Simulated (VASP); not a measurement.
A run of VASP 6.6.1 is set up as follows.

The input INCAR:

```
PREC = Accurate ; ENCUT = 600
EDIFF = 1E-7 ; ISMEAR = 1
SIGMA = 0.1 ; LREAL = F
LASPH = T ; NELM = 120
ALGO = Fast ; ISIF = 3
LWAVE = F ; LCHARG = F
IBRION = 2 ; NSW = 60
EDIFFG = -0.005
```

The input KPOINTS:

```
Automatic mesh
0
Gamma
  16 16 8
```

The input POSCAR:

```
Zr
1.0
    3.1900000000      0.0000000000      0.0000000000
   -1.5950000000      2.7626210400      0.0000000000
    0.0000000000      0.0000000000      5.1100000000
Zr
2
Direct
    0.3333333300      0.6666666700      0.2500000000
    0.6666666700      0.3333333300      0.7500000000
```

Potentials or basis: VASP PAW LDA potentials, release 64 (Zr_sv).

Launch:

```sh
$ cat potpaw_LDA.64/Zr_sv/POTCAR > POTCAR
$ mpirun -np 1 vasp_std > vasp.out
```

Question: Predict the band gap on the k mesh.

Answer: None (metal or under the smearing width).

Question: What does it give for the relaxed volume?

Answer: 21.80 Å³/atom.

Final structure:
```cif
data_structure
_symmetry_space_group_name_H-M 'P 1'
_symmetry_Int_Tables_number 1
_cell_length_a 3.1468
_cell_length_b 3.1468
_cell_length_c 5.0847
_cell_angle_alpha 90.000
_cell_angle_beta 90.000
_cell_angle_gamma 120.000
_cell_volume 43.61
loop_
_atom_site_label
_atom_site_type_symbol
_atom_site_fract_x
_atom_site_fract_y
_atom_site_fract_z
_atom_site_occupancy
Zr1 Zr 0.33333 0.66667 0.25000 1
Zr2 Zr 0.66667 0.33333 0.75000 1
```
